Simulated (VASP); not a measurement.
# SiSe2 (Ibam) in VASP: single point with PBEsol

Aim: the single point of SiSe2 with PBEsol.

Everything below comes from runs of VASP 6.6.1. Logs are shortened: lines on timing, memory, paths and dates and some standing lists are left out, and cuts for length are marked.

## 1. The crystal as given

The structure is orthorhombic, space group Ibam (No. 72). Conventional cell: a = 5.760 Å, b = 6.030 Å, c = 9.760 Å, α = 90.00°, β = 90.00°, γ = 90.00°. Around Si (site symmetry 222) lie 4 Se at 2.80 Å. Around Se (site symmetry m) lie 3 Se at 2.75 to 3.07 Å and 2 Si at 2.80 Å.

## 2. Single point, PBEsol

The input, INCAR:

```
PREC = Accurate
ENCUT = 520
EDIFF = 1E-6
ISMEAR = 0
SIGMA = 0.1
LREAL = False
LASPH = True
NELM = 100
ALGO = Fast
ISIF = 2
LWAVE = False
LCHARG = False
GGA = PS
NBANDS = 25
```

The input, KPOINTS:

```
Automatic mesh
0
Gamma
  4 4 4
```

The input, POSCAR:

```
SiSe2
1.0
   -2.8800000000      3.0150000000      4.8800000000
    2.8800000000     -3.0150000000      4.8800000000
    2.8800000000      3.0150000000     -4.8800000000
Si Se
2 4
Direct
    0.2500000000      0.2500000000      0.0000000000
    0.7500000000      0.7500000000      0.0000000000
    0.1210000000      0.7980000000      0.9190000000
    0.8790000000      0.2020000000      0.0810000000
    0.6210000000      0.7020000000      0.3230000000
    0.3790000000      0.2980000000      0.6770000000
```

Potentials or basis: VASP PAW PBE potentials, release 64 (Si, Se).

Command:

```sh
> cat potpaw_PBE.64/Si/POTCAR potpaw_PBE.64/Se/POTCAR > POTCAR
> mpirun -np 1 vasp_std > vasp.out
```

OUTCAR:

```text
PREC = Accurate
   ENCUT = 520
   EDIFF = 1E-6
   ISMEAR = 0
   LREAL = False
   LASPH = True
   NELM = 100
   ISIF = 2
   GGA = PS

 ion  position               nearest neighbor table
   1  0.250  0.250  0.000-   3 2.80   5 2.80   6 2.80   4 2.80
   2  0.750  0.750  0.000-   4 2.80   5 2.80   6 2.80   3 2.80
   3  0.121  0.798  0.919-   4 2.75   1 2.80   2 2.80
   4  0.879  0.202  0.081-   3 2.75   2 2.80   1 2.80
   5  0.621  0.702  0.323-   6 2.75   2 2.80   1 2.80
   6  0.379  0.298  0.677-   5 2.75   1 2.80   2 2.80

  LATTYP: Found a body centered orthorhombic cell.
 ALAT       =     5.7600000000
 B/A-ratio  =     1.0468750000
 C/A-ratio  =     1.6944444444

  Lattice vectors:

 A1 = (  -2.8800000000,   3.0150000000,   4.8800000000)
 A2 = (   2.8800000000,  -3.0150000000,   4.8800000000)
 A3 = (   2.8800000000,   3.0150000000,  -4.8800000000)

Analysis of symmetry for initial positions (statically):
=====================================================================
 Subroutine PRICEL returns:
 Original cell was already a primitive cell.

 Routine SETGRP: Setting up the symmetry group for a
 body centered orthorhombic supercell.

 Subroutine GETGRP returns: Found  8 space group operations
 (whereof  4 operations were pure point group operations)
 out of a pool of  8 trial point group operations.

The static configuration has the point symmetry C_2h.
 The point group associated with its full space group is D_2h.

Analysis of symmetry for dynamics (positions and initial velocities):
=====================================================================
 Subroutine PRICEL returns:
 Original cell was already a primitive cell.

 Routine SETGRP: Setting up the symmetry group for a
 body centered orthorhombic supercell.

 Subroutine GETGRP returns: Found  8 space group operations
 (whereof  4 operations were pure point group operations)
 out of a pool of  8 trial point group operations.

The dynamic configuration has the point symmetry C_2h.
 The point group associated with its full space group is D_2h.

 Subroutine INISYM returns: Found  8 space group operations
 (whereof  4 operations are pure point group operations),
 and found     1 'primitive' translations

----------------------------------------------------------------------------------------

                                     Primitive cell

  volume of cell :     169.4961

  direct lattice vectors                    reciprocal lattice vectors
    -2.880000000  3.015000000  4.880000000     0.000000000  0.165837479  0.102459016
     2.880000000 -3.015000000  4.880000000     0.173611111  0.000000000  0.102459016
     2.880000000  3.015000000 -4.880000000     0.173611111  0.165837479  0.000000000

  length of vectors
     6.418646664  6.418646664  6.418646664     0.194935681  0.201590347  0.240089332

  position of ions in fractional coordinates (direct lattice)
     0.250000000  0.250000000  0.000000000
     0.750000000  0.750000000  0.000000000
     0.121000000  0.798000000  0.919000000
     0.879000000  0.202000000  0.081000000
     0.621000000  0.702000000  0.323000000
     0.379000000  0.298000000  0.677000000

  ion indices of the primitive-cell ions
   primitive index   ion index
                 1           1
                 2           2
                 3           3
                 4           4
                 5           5
                 6           6

----------------------------------------------------------------------------------------

 KPOINTS: Automatic mesh

Automatic generation of k-mesh.
 Grid dimensions read from file:
 generate k-points for:    4    4    4

 Generating k-lattice:

  Cartesian coordinates                     Fractional coordinates (reciprocal lattice)
     0.000000000  0.041459370  0.025614754     0.250000000 -0.000000000  0.000000000
     0.043402778  0.000000000  0.025614754     0.000000000  0.250000000  0.000000000
     0.043402778  0.041459370  0.000000000     0.000000000 -0.000000000  0.250000000

  Length of vectors
     0.048733920  0.050397587  0.060022333

  Shift w.r.t. Gamma in fractional coordinates (k-lattice)
     0.000000000  0.000000000  0.000000000

 Subroutine IBZKPT returns following result:
 ===========================================

 Found     18 irreducible k-points:

 Following reciprocal coordinates:
            Coordinates               Weight
  0.000000  0.000000  0.000000      1.000000
  0.250000  0.000000  0.000000      4.000000
  0.500000  0.000000  0.000000      2.000000
  0.000000  0.250000  0.000000      4.000000
  0.250000  0.250000  0.000000      8.000000
  0.500000  0.250000  0.000000      8.000000
[... 10 lines left out ...]
 -0.250000 -0.250000  0.250000      2.000000
  0.500000  0.500000  0.500000      1.000000
   k-points           NKPTS =     18   k-points in BZ     NKDIM =     18   number of bands    NBANDS=     25
   number of dos      NEDOS =    301   number of ions     NIONS =      6
   total plane-waves  NPLWV = 110592
   dimension x,y,z NGX =    48 NGY =   48 NGZ =   48
   dimension x,y,z NGXF=    96 NGYF=   96 NGZF=   96
   ions per type =               2   4
   NGX,Y,Z   is equivalent  to a cutoff of  12.43, 12.43, 12.43 a.u.
   NGXF,Y,Z  is equivalent  to a cutoff of  24.86, 24.86, 24.86 a.u.
 SYSTEM =  unknown system
   PREC   = accura    normal or accurate (medium, high low for compatibility)
   ISTART =      0    job   : 0-new  1-cont  2-samecut
   ICHARG =      2    charge: 1-file 2-atom 10-const
   ISPIN  =      1    spin polarized calculation?
   LNONCOLLINEAR =      F non collinear calculations
   LSORBIT =      F    spin-orbit coupling
   LASPH  =      T    aspherical Exc in radial PAW
   ENCUT  =  520.0 eV  38.22 Ry    6.18 a.u.  11.93 11.93 11.93*2*pi/ulx,y,z
   NELM   =    100;   NELMIN=  2; NELMDL= -5     # of ELM steps
   EDIFF  = 0.1E-05   stopping-criterion for ELM
[... 8 lines left out ...]
   TEBEG  =    0.0;   TEEND  =   0.0 temperature during run
   PSTRESS=    0.0 pullay stress
   NELECT =      32.0000    total number of electrons
   NUPDOWN=      -1.0000    fix difference up-down
   EMIN   =  10.00;   EMAX   =-10.00  energy-range for DOS
   EFERMI =   0.00;   METHOD = LEGACY
   ISMEAR =     0;   SIGMA  =   0.10  broadening in eV -4-tet -1-fermi 0-gaus
   EFERMI_NEDOS =   21; number of points for ismear=-14 and -15
   IALGO  =     68    algorithm
   IMIX   =      4    mixing-type and parameters
     AMIX     =   0.40;   BMIX     =  1.00
     AMIX_MAG =   1.60;   BMIX_MAG =  1.00
  volume/ion in A,a.u.               =      28.25       190.64
  Fermi-wavevector in a.u.,A,eV,Ry     =   0.939157  1.774750 12.000559  0.882016
  Thomas-Fermi vector in A             =   2.066441
   LORBIT       =      0    0 simple, 1 ext, 2 COOP (PROOUT), +10 PAW based schemes
   GGA     = PS    functional components
   LHFCALC =     F    Hartree Fock is set to
   AEXX    =    0.0000 exact exchange contribution
   IVDW    =     0    specifies the selected vdW correction
   LEPSILON=     F    determine dielectric tensor
   LRPA    =     F    only Hartree local field effects (RPA)
 non-spin polarized calculation
 RMM-DIIS sequential band-by-band and
 Gauss-broadening in eV      SIGMA  =   0.10
  energy-cutoff  :      520.00
  volume of cell :      169.50
 maximum number of plane-waves:      4588
   NGX = 23   NGY = 23   NGZ = 23

 number of electron      32.0000000 magnetization

 Free energy of the ion-electron system (eV)
  ---------------------------------------------------
  ext. energy  EPLUGINS =         0.00000000
  ---------------------------------------------------
  free energy    TOTEN  =       -22.51732248 eV

  energy without entropy =      -22.47221041  energy(sigma->0) =      -22.49476644

 E-fermi :   2.8691     XC(G=0):  -8.7556

 val. band max:        2.8672718142   @ k =  -0.2500   0.2500   0.0000
 cond. band min:       2.8818467324   @ k =  -0.2500   0.2500   0.2500
 fundamental gap:      0.0145749182
 Fermi energy:         2.8690888002

 k-point     1 :       0.0000    0.0000    0.0000
  band No.  band energies     occupation
      1     -11.9182      2.00000
      2     -10.0155      2.00000
      3      -9.5155      2.00000
      4      -9.0570      2.00000
      5      -4.4086      2.00000
      6      -3.4718      2.00000
[... 17 lines left out ...]
     24       6.4609      0.00000
     25       7.4056      0.00000

 k-point     2 :       0.2500    0.0000    0.0000
  band No.  band energies     occupation
      1     -11.7219      2.00000
      2     -10.4536      2.00000
      3      -9.4131      2.00000
      4      -9.0142      2.00000
      5      -4.4810      2.00000
      6      -4.0012      2.00000
[... 17 lines left out ...]
     24       6.9840      0.00000
     25       7.2903      0.00000

 k-point     3 :       0.5000    0.0000    0.0000
  band No.  band energies     occupation
      1     -11.1779      2.00000
      2     -11.1779      2.00000
      3      -9.1733      2.00000
      4      -9.1733      2.00000
      5      -4.4335      2.00000
      6      -4.4335      2.00000
[... 17 lines left out ...]
     24       6.5893      0.00000
     25       9.0676      0.00000

 k-point     4 :       0.0000    0.2500    0.0000
  band No.  band energies     occupation
      1     -11.7177      2.00000
      2     -10.4623      2.00000
      3      -9.3274      2.00000
      4      -9.0778      2.00000
      5      -4.4629      2.00000
      6      -4.0067      2.00000
[... 17 lines left out ...]
     24       7.1864      0.00000
     25       7.3021      0.00000

 k-point     5 :       0.2500    0.2500    0.0000
  band No.  band energies     occupation
      1     -11.5040      2.00000
      2     -10.6451      2.00000
      3      -9.5003      2.00000
      4      -9.1076      2.00000
      5      -4.6260      2.00000
      6      -4.1708      2.00000
[... 17 lines left out ...]
     24       6.6035      0.00000
     25       8.1327      0.00000

 k-point     6 :       0.5000    0.2500    0.0000
  band No.  band energies     occupation
      1     -11.1391      2.00000
      2     -11.0251      2.00000
      3      -9.3859      2.00000
      4      -9.3512      2.00000
      5      -4.8459      2.00000
      6      -3.7558      2.00000
[... 17 lines left out ...]
     24       6.6725      0.00000
     25       8.8234      0.00000
[... 225 lines left out ...]
 k-point    15 :       0.2500   -0.2500    0.2500
  band No.  band energies     occupation
      1     -11.2549      2.00000
      2     -11.0956      2.00000
      3      -9.1904      2.00000
      4      -9.1560      2.00000
      5      -5.0538      2.00000
      6      -3.5561      2.00000
[... 17 lines left out ...]
     24       6.8825      0.00000
     25       8.2863      0.00000

 k-point    16 :       0.5000   -0.2500    0.2500
  band No.  band energies     occupation
      1     -11.6088      2.00000
      2     -10.5654      2.00000
      3      -9.4503      2.00000
      4      -9.0150      2.00000
      5      -5.2419      2.00000
      6      -3.8000      2.00000
[... 17 lines left out ...]
     24       6.0491      0.00000
     25       8.2307      0.00000

 k-point    17 :      -0.2500   -0.2500    0.2500
  band No.  band energies     occupation
      1     -11.8408      2.00000
      2     -10.0983      2.00000
      3      -9.5445      2.00000
      4      -9.0684      2.00000
      5      -4.8576      2.00000
      6      -4.0007      2.00000
[... 17 lines left out ...]
     24       6.1966      0.00000
     25       7.1336      0.00000

 k-point    18 :       0.5000    0.5000    0.5000
  band No.  band energies     occupation
      1     -11.7579      2.00000
      2     -10.1756      2.00000
      3      -9.5730      2.00000
      4      -9.0797      2.00000
      5      -5.5578      2.00000
      6      -3.6314      2.00000
[... 17 lines left out ...]
     24       5.3949      0.00000
     25       7.2415      0.00000

------------------------ aborting loop because EDIFF is reached ----------------------------------------

  FORCE on cell =-STRESS in cart. coord.  units (eV):
  Direction    XX          YY          ZZ          XY          YZ          ZX
  --------------------------------------------------------------------------------------
  -------------------------------------------------------------------------------------
  Total       -5.4013505     -5.5258179     -7.0051690      0.0000000      0.0000000      0.0000000
  in kB      -51.0567684    -52.2333081    -66.2170124      0.0000000      0.0000000      0.0000000
  external PRESSURE =     -56.5023630 kB  Pullay stress =       0.0000000 kB

 VOLUME and BASIS-vectors are now :
 -----------------------------------------------------------------------------
  energy-cutoff  :      520.00
  volume of cell :      169.50
      direct lattice vectors                 reciprocal lattice vectors
    -2.880000000  3.015000000  4.880000000     0.000000000  0.165837479  0.102459016
     2.880000000 -3.015000000  4.880000000     0.173611111  0.000000000  0.102459016
     2.880000000  3.015000000 -4.880000000     0.173611111  0.165837479  0.000000000

 POSITION                                       TOTAL-FORCE (eV/Angst)
 -----------------------------------------------------------------------------------
      0.00000      0.00000      2.44000         0.000000      0.000000     -0.000000
      0.00000      0.00000      7.32000         0.000000      0.000000      0.000000
      4.59648      0.72963      0.00000         0.720170     -0.097160     -0.000000
     -1.71648      2.28537      4.88000        -0.720170      0.097160      0.000000
      1.16352      0.72963      4.88000        -0.720170     -0.097160     -0.000000
      1.71648      2.28537      0.00000         0.720170      0.097160      0.000000
 -----------------------------------------------------------------------------------
    total drift:                                0.000000      0.000000     -0.000000

  FREE ENERGIE OF THE ION-ELECTRON SYSTEM (eV)
  ---------------------------------------------------
  free  energy   TOTEN  =       -22.5173224752 eV

  energy  without entropy=      -22.4722104087  energy(sigma->0) =      -22.49476644
```

Wall time 63 s (1 thread of Intel Xeon Platinum 8488C (Sapphire Rapids), shared host); peak memory 0.32 GiB.

What came out:

- Free energy: -22.5173 eV
- Pressure: -5.7 GPa
- Largest force: 0.727 eV/Å
- Band gap on the k mesh: none (metal or under the smearing width)

Forces on the atoms (eV/Å):
```
Si   0.000  0.000  0.000
Si   0.000  0.000  0.000
Se   0.720 -0.097  0.000
Se  -0.720  0.097  0.000
Se  -0.720 -0.097  0.000
Se   0.720  0.097  0.000
```

Levels at points of the mesh, in eV from the Fermi level:
```
           k point  band 12  band 13  band 14  band 15  band 16  band 17  band 18  band 19  band 20  band 21
(0.00, 0.00, 0.00)    -3.04    -2.84    -2.47     0.10     1.15     1.29     1.53     2.23     2.35     2.49
(0.50, 0.00, 0.00)    -2.26    -2.00    -2.00    -1.18    -1.18    -0.07    -0.07     0.87     0.87     2.41
(0.00, 0.50, 0.00)    -2.75    -1.72    -1.72    -0.25    -0.25     0.35     0.35     0.88     0.88     2.44
(0.50, 0.50, 0.00)    -3.18    -2.37    -1.16    -1.11    -0.42     0.14     0.48     0.65     1.23     2.50
(0.50, 0.50, 0.50)    -2.34    -2.22    -2.14    -0.25    -0.10     0.09     1.20     1.24     1.81     1.86
```

Caveat: the k mesh is coarse (spacing up to 0.38 Å⁻¹), so the values aren't converged; the PAW data sets were made with another functional, which shifts forces and pressure a little.
